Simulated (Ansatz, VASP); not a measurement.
One calculation of InP, two programs

The input INCAR:

```
SYSTEM = InP
PREC = Accurate
ENCUT = 600
EDIFF = 1E-6
ISMEAR = 0
SIGMA = 0.02
LREAL = .FALSE.
LASPH = .TRUE.
NELM = 100
ALGO = Fast
ISIF = 3
LWAVE = .FALSE.
LCHARG = .FALSE.
GGA = PE
IBRION = 2
NSW = 100
EDIFFG = -0.01
```

File KPOINTS:

```
Automatic mesh
0
G
  10 10 10
  0 0 0
```

Contents of POSCAR:

```
InP
1.0
    0.0000000000      2.9519763000      2.9519763000
    2.9519763000      0.0000000000      2.9519763000
    2.9519763000      2.9519763000      0.0000000000
In P
1 1
Direct
    0.0000000000      0.0000000000      0.0000000000
    0.2500000000      0.2500000000      0.2500000000
```

Input for Ansatz:

```yaml
crystal:
  lattice:
    - [0.0, 2.9519763, 2.9519763]
    - [2.9519763, 0.0, 2.9519763]
    - [2.9519763, 2.9519763, 0.0]
  atoms:
    - { symbol: In, position: [0.0, 0.0, 0.0] }
    - { symbol: P, position: [0.25, 0.25, 0.25] }
basis:
  ecutwfc: 420
kpoints:
  mp_grid: { grid: [10, 10, 10] }
hamiltonian:
  xc: pbe
scf:
  occupations: { method: gaussian, width: 0.02 }
output:
  forces: true
  stress: true
  eigenvalues: true
relax:
  adjacent_minimum: "off"
  f_tol: 0.01
  max_steps: 80
  cell: { stress_tol: 0.05 }
```

Alike in both runs: task relaxation of cell and atoms; functional PBE; k mesh 10 × 10 × 10; occupations gaussian, width 0.02 eV; no spin polarisation.

|  | VASP | Ansatz |
| --- | --- | --- |
| version | VASP 6.6.1 | Ansatz 0.2.0 |
| potentials or method | VASP PAW PBE potentials, release 64 (In_d, P) | scalar-relativistic, plane waves, PAW |
| plane-wave cutoff (eV) | 600 | 420 |
| valence electrons in the cell | 18 | 18 |

Ansatz gave:

| Property | Result |
| --- | --- |
| gap on the k mesh at the Fermi level, each at its own relaxed structure (eV) | 0.44 |
| relaxed volume (Å³/atom) | 26.46 |
| relaxed cell length with the largest relative difference (Å) | 4.214 |
| energy change over the relaxation (meV/atom) | -4 |

Problem. Which values does VASP return?

Solution. gap on the k mesh at the Fermi level, each at its own relaxed structure (eV): 0.44; relaxed volume (Å³/atom): 26.47; relaxed cell length with the largest relative difference (Å): 4.214; energy change over the relaxation (meV/atom): -4.

Caveats: spin-orbit coupling is left out, which moves the levels of the heavy elements.
